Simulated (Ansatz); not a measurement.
These are results of Ansatz 0.2.0, DFT PBE, scalar-relativistic, plane waves, PAW, not measurements. Settings: cutoff 420 eV, Γ-centred meshes spaced at most about 0.3 Å⁻¹, and about 0.25 Å⁻¹ or finer for metals (2π included), Gaussian smearing. Spin is collinear in cells that carry moments; the others ran without spin or lost their moments.

All energies are static (0 K, no zero-point motion).

Two relaxed structures of Ga₃N₄:

A. (parallel moments up to 0.6 μB)

```yaml
crystal:
  lattice:
    - [-2.10400, 2.10400, 4.26060]
    - [2.10400, -2.10400, 4.26060]
    - [2.10400, 2.10400, -4.26060]
  atoms:
    - { symbol: Ga, position: [0.25000, 0.75000, 0.50000] }
    - { symbol: Ga, position: [0.50000, 0.50000, 0.00000] }
    - { symbol: Ga, position: [0.75000, 0.25000, 0.50000] }
    - { symbol: N, position: [0.00000, 0.50000, 0.50000] }
    - { symbol: N, position: [0.26467, 0.26467, 0.00000] }
    - { symbol: N, position: [0.50000, 0.00000, 0.50000] }
    - { symbol: N, position: [0.73533, 0.73533, 0.00000] }
```

B. (no moments)

```yaml
crystal:
  lattice:
    - [4.57067, 0.00000, 0.00000]
    - [0.00000, 4.57067, 0.00000]
    - [0.00000, 0.00000, 4.57067]
  atoms:
    - { symbol: Ga, position: [0.00000, 0.00000, 0.50000] }
    - { symbol: Ga, position: [0.50000, 0.00000, 0.00000] }
    - { symbol: Ga, position: [0.00000, 0.50000, 0.00000] }
    - { symbol: N, position: [0.23023, 0.76977, 0.23023] }
    - { symbol: N, position: [0.76977, 0.23023, 0.23023] }
    - { symbol: N, position: [0.23023, 0.23023, 0.76977] }
    - { symbol: N, position: [0.76977, 0.76977, 0.76977] }
```

Problem. Which is lower in energy, and by how much?

Solution. B is lower, by 182 meV/atom. A has space group I4/mmm (No. 139), 10.8 Å³/atom and no gap on its mesh; B has space group P-43m (No. 215), 13.6 Å³/atom and no gap. Counting N atoms around Ga (those within 1.25 times the shortest such distance or 1.15 times the sum of covalent radii, 1.27 where that leaves under three), A has Ga 6 and B has Ga 4. Their magnetic states differ too. The lower one is the more open, so pressure narrows the difference. Even the lower one lies +0.52 eV/atom against the reference forms of the elements (uncorrected), so neither is stable at this level. Both come from invented guesses.

In P-43m an odd number of electrons in the primitive cell allows no gap without spin; a larger cell or a magnetic state could open one. A magnetic state wasn't ruled out in cells without spin, among them P-43m. The magnetic state reached may not be the lowest. Cells relaxed within their symmetry can be saddle points. Some candidate types were left out of the draw beforehand, so a known form may be missing.
